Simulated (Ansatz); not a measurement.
A (001) slab of Ta$_{2}$C (P-3m1 (No. 164)), 9 planes, outer planes Ta (top) and Ta (bottom), with 9 atoms (Ta6C3) in a surface cell of A = 8.377 Å², as cut from the bulk:

```yaml
crystal:
  lattice:
    - [3.11016, 0.00000, 0.00000]
    - [-1.55508, 2.69348, 0.00000]
    - [0.00000, 0.00000, 27.39097]
  atoms:
    - { symbol: Ta, position: [0.66667, 0.33333, 0.27381] }
    - { symbol: C, position: [0.00000, 0.00000, 0.31956] }
    - { symbol: Ta, position: [0.33333, 0.66667, 0.36532] }
    - { symbol: Ta, position: [0.66667, 0.33333, 0.45425] }
    - { symbol: C, position: [0.00000, 0.00000, 0.50000] }
    - { symbol: Ta, position: [0.33333, 0.66667, 0.54575] }
    - { symbol: Ta, position: [0.66667, 0.33333, 0.63468] }
    - { symbol: C, position: [0.00000, 0.00000, 0.68044] }
    - { symbol: Ta, position: [0.33333, 0.66667, 0.72619] }
```

Level of theory: DFT r2SCAN, scalar-relativistic, plane waves, PAW in Ansatz. Settings: cutoff 500 eV, Γ-centred mesh 12×12×1 on the computed 9-atom cell, Gaussian smearing of 0.10 eV; no spin polarisation. The cell repeats along c with a dipole correction in the vacuum.

Against the same 9 atoms in the bulk, the slab as cut lies 3.297 eV higher and the relaxed slab 3.265 eV higher.

Task: Work out the surface energy before and after relaxation.

Result: The slab has two faces, so γ = (E_slab − N·E_bulk)/(2A), the mean of both. As cut: 3.297/(2 × 8.377) = 0.1968 eV/Å², and 1 eV/Å² = 16.02 J/m², so γ = 3.15 J/m². Relaxed: 3.265/(2 × 8.377) = 0.1949 eV/Å² = 3.12 J/m². Relaxation recovers 1.0 % of the cost of cutting.

Task: What is the ideal work of this cut, per area?

Result: Griffith's ideal work is 2γ: 6.31 J/m² if the new faces stay rigid, 6.24 J/m² if they relax. Other cuts parallel to this plane can cost less. One thickness was run, 9 planes, so γ can still shift with it.

The cut runs between two adjacent Ta planes and leaves every Ta–C–Ta sandwich whole, so the cost comes from lost Ta–Ta bonding rather than from broken Ta–C bonds. At 3.12 J/m² after relaxation, that cost is far above what a van der Waals gap would give. Ta₂C is layered in its stacking but not in its cohesion: the facing Ta planes are held together by metallic bonding with strong 5d character, unlike the chalcogen-faced layers of a dichalcogenide.

Relaxation recovers only 1.0 % of the cost, probably because each outer Ta atom stays anchored to the carbon plane beneath it and the metallic electrons can screen the cut with little movement of the nuclei. The slab keeps the bulk composition, so γ needs no carbon chemical potential, and inversion makes the two faces equivalent, so the mean is also the value for each face. The ideal work covers only the separation of the planes; a measured fracture energy would also include plastic dissipation at the crack tip.
